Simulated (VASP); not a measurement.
H10CO5: single point with PBE+D3(BJ)

H10CO5:

```xyz
16
Lattice="5.6567 0.0000 0.0000 0.0000 5.6567 0.0000 0.0000 0.0000 5.6567" Properties=species:S:1:pos:R:3 pbc="T T T"
O     1.7357    2.9406    1.5325
O     0.6239    5.4560    1.0498
O     4.2741    5.1782    4.0579
O     1.8069    0.7729    3.3468
O     4.9809    2.8150    5.5328
H     0.9996    2.5299    1.0301
H     1.8232    2.3718    2.3352
H     0.9627    5.6670    0.1620
H     0.9285    4.5283    1.2166
H     5.1058    5.4698    3.6410
H     4.5399    4.4000    4.6004
H     2.6484    0.2981    3.5355
H     1.4869    0.3799    2.4948
H     3.0569    2.2843    5.1625
H     4.1183    1.1109    6.2287
C     4.0258    2.0479    5.6445
```

The cell was built by a generator and needn't be a form met in nature.

* Program: VASP 6.6.1
* Task: single point
* Functional: PBE
* Dispersion: D3(BJ)
* Potentials or basis: VASP PAW PBE potentials, release 64 (O, H, C)
* Cutoff: 520 eV
* k mesh: 1 × 1 × 1
* Occupations: fermi-dirac, width 0.02 eV
* Spin: no spin polarisation
* Dipole correction: no
* Further INCAR settings: LREAL = Auto; ALGO = Normal; EDIFF = 1e-07; NBANDS = 36

```
Pressure                   : -0.8 GPa
Largest force              : 0.135 eV/Å
Band gap on the k mesh     : 4.10 eV, direct
Dispersion energy per atom : -0.034 eV
```

Forces on the atoms (eV/Å):
```
O   -0.040  0.044 -0.014
O    0.012 -0.117  0.037
O    0.086  0.047 -0.036
O    0.000  0.017 -0.008
O    0.107  0.073 -0.005
H   -0.044  0.020 -0.079
H    0.061 -0.026  0.078
H   -0.010  0.075 -0.067
H    0.042  0.019  0.052
H   -0.047  0.041 -0.058
H   -0.050 -0.107  0.065
H    0.088 -0.006  0.070
H   -0.071  0.016 -0.064
H    0.010 -0.077  0.000
H   -0.037 -0.004 -0.022
C   -0.107 -0.014  0.051
```

Stress tensor (GPa, compression positive):
```
-1.16  0.78  0.05
 0.78 -0.62  0.60
 0.05  0.60 -0.53
```

Levels at points of the mesh, in eV from the valence-band top:
```
           k point  band 20  band 21  band 22  band 23  band 24  band 25
(0.00, 0.00, 0.00)    -0.63    -0.52     0.00     4.10     4.92     8.04
```

Run time: 19 s on 1 thread of AMD EPYC 7R43 64-Core Processor (Zen 3) (shared host), peak memory 0.21 GiB.

Caveat: the standard files for N, O and F lose accuracy on very short bonds.
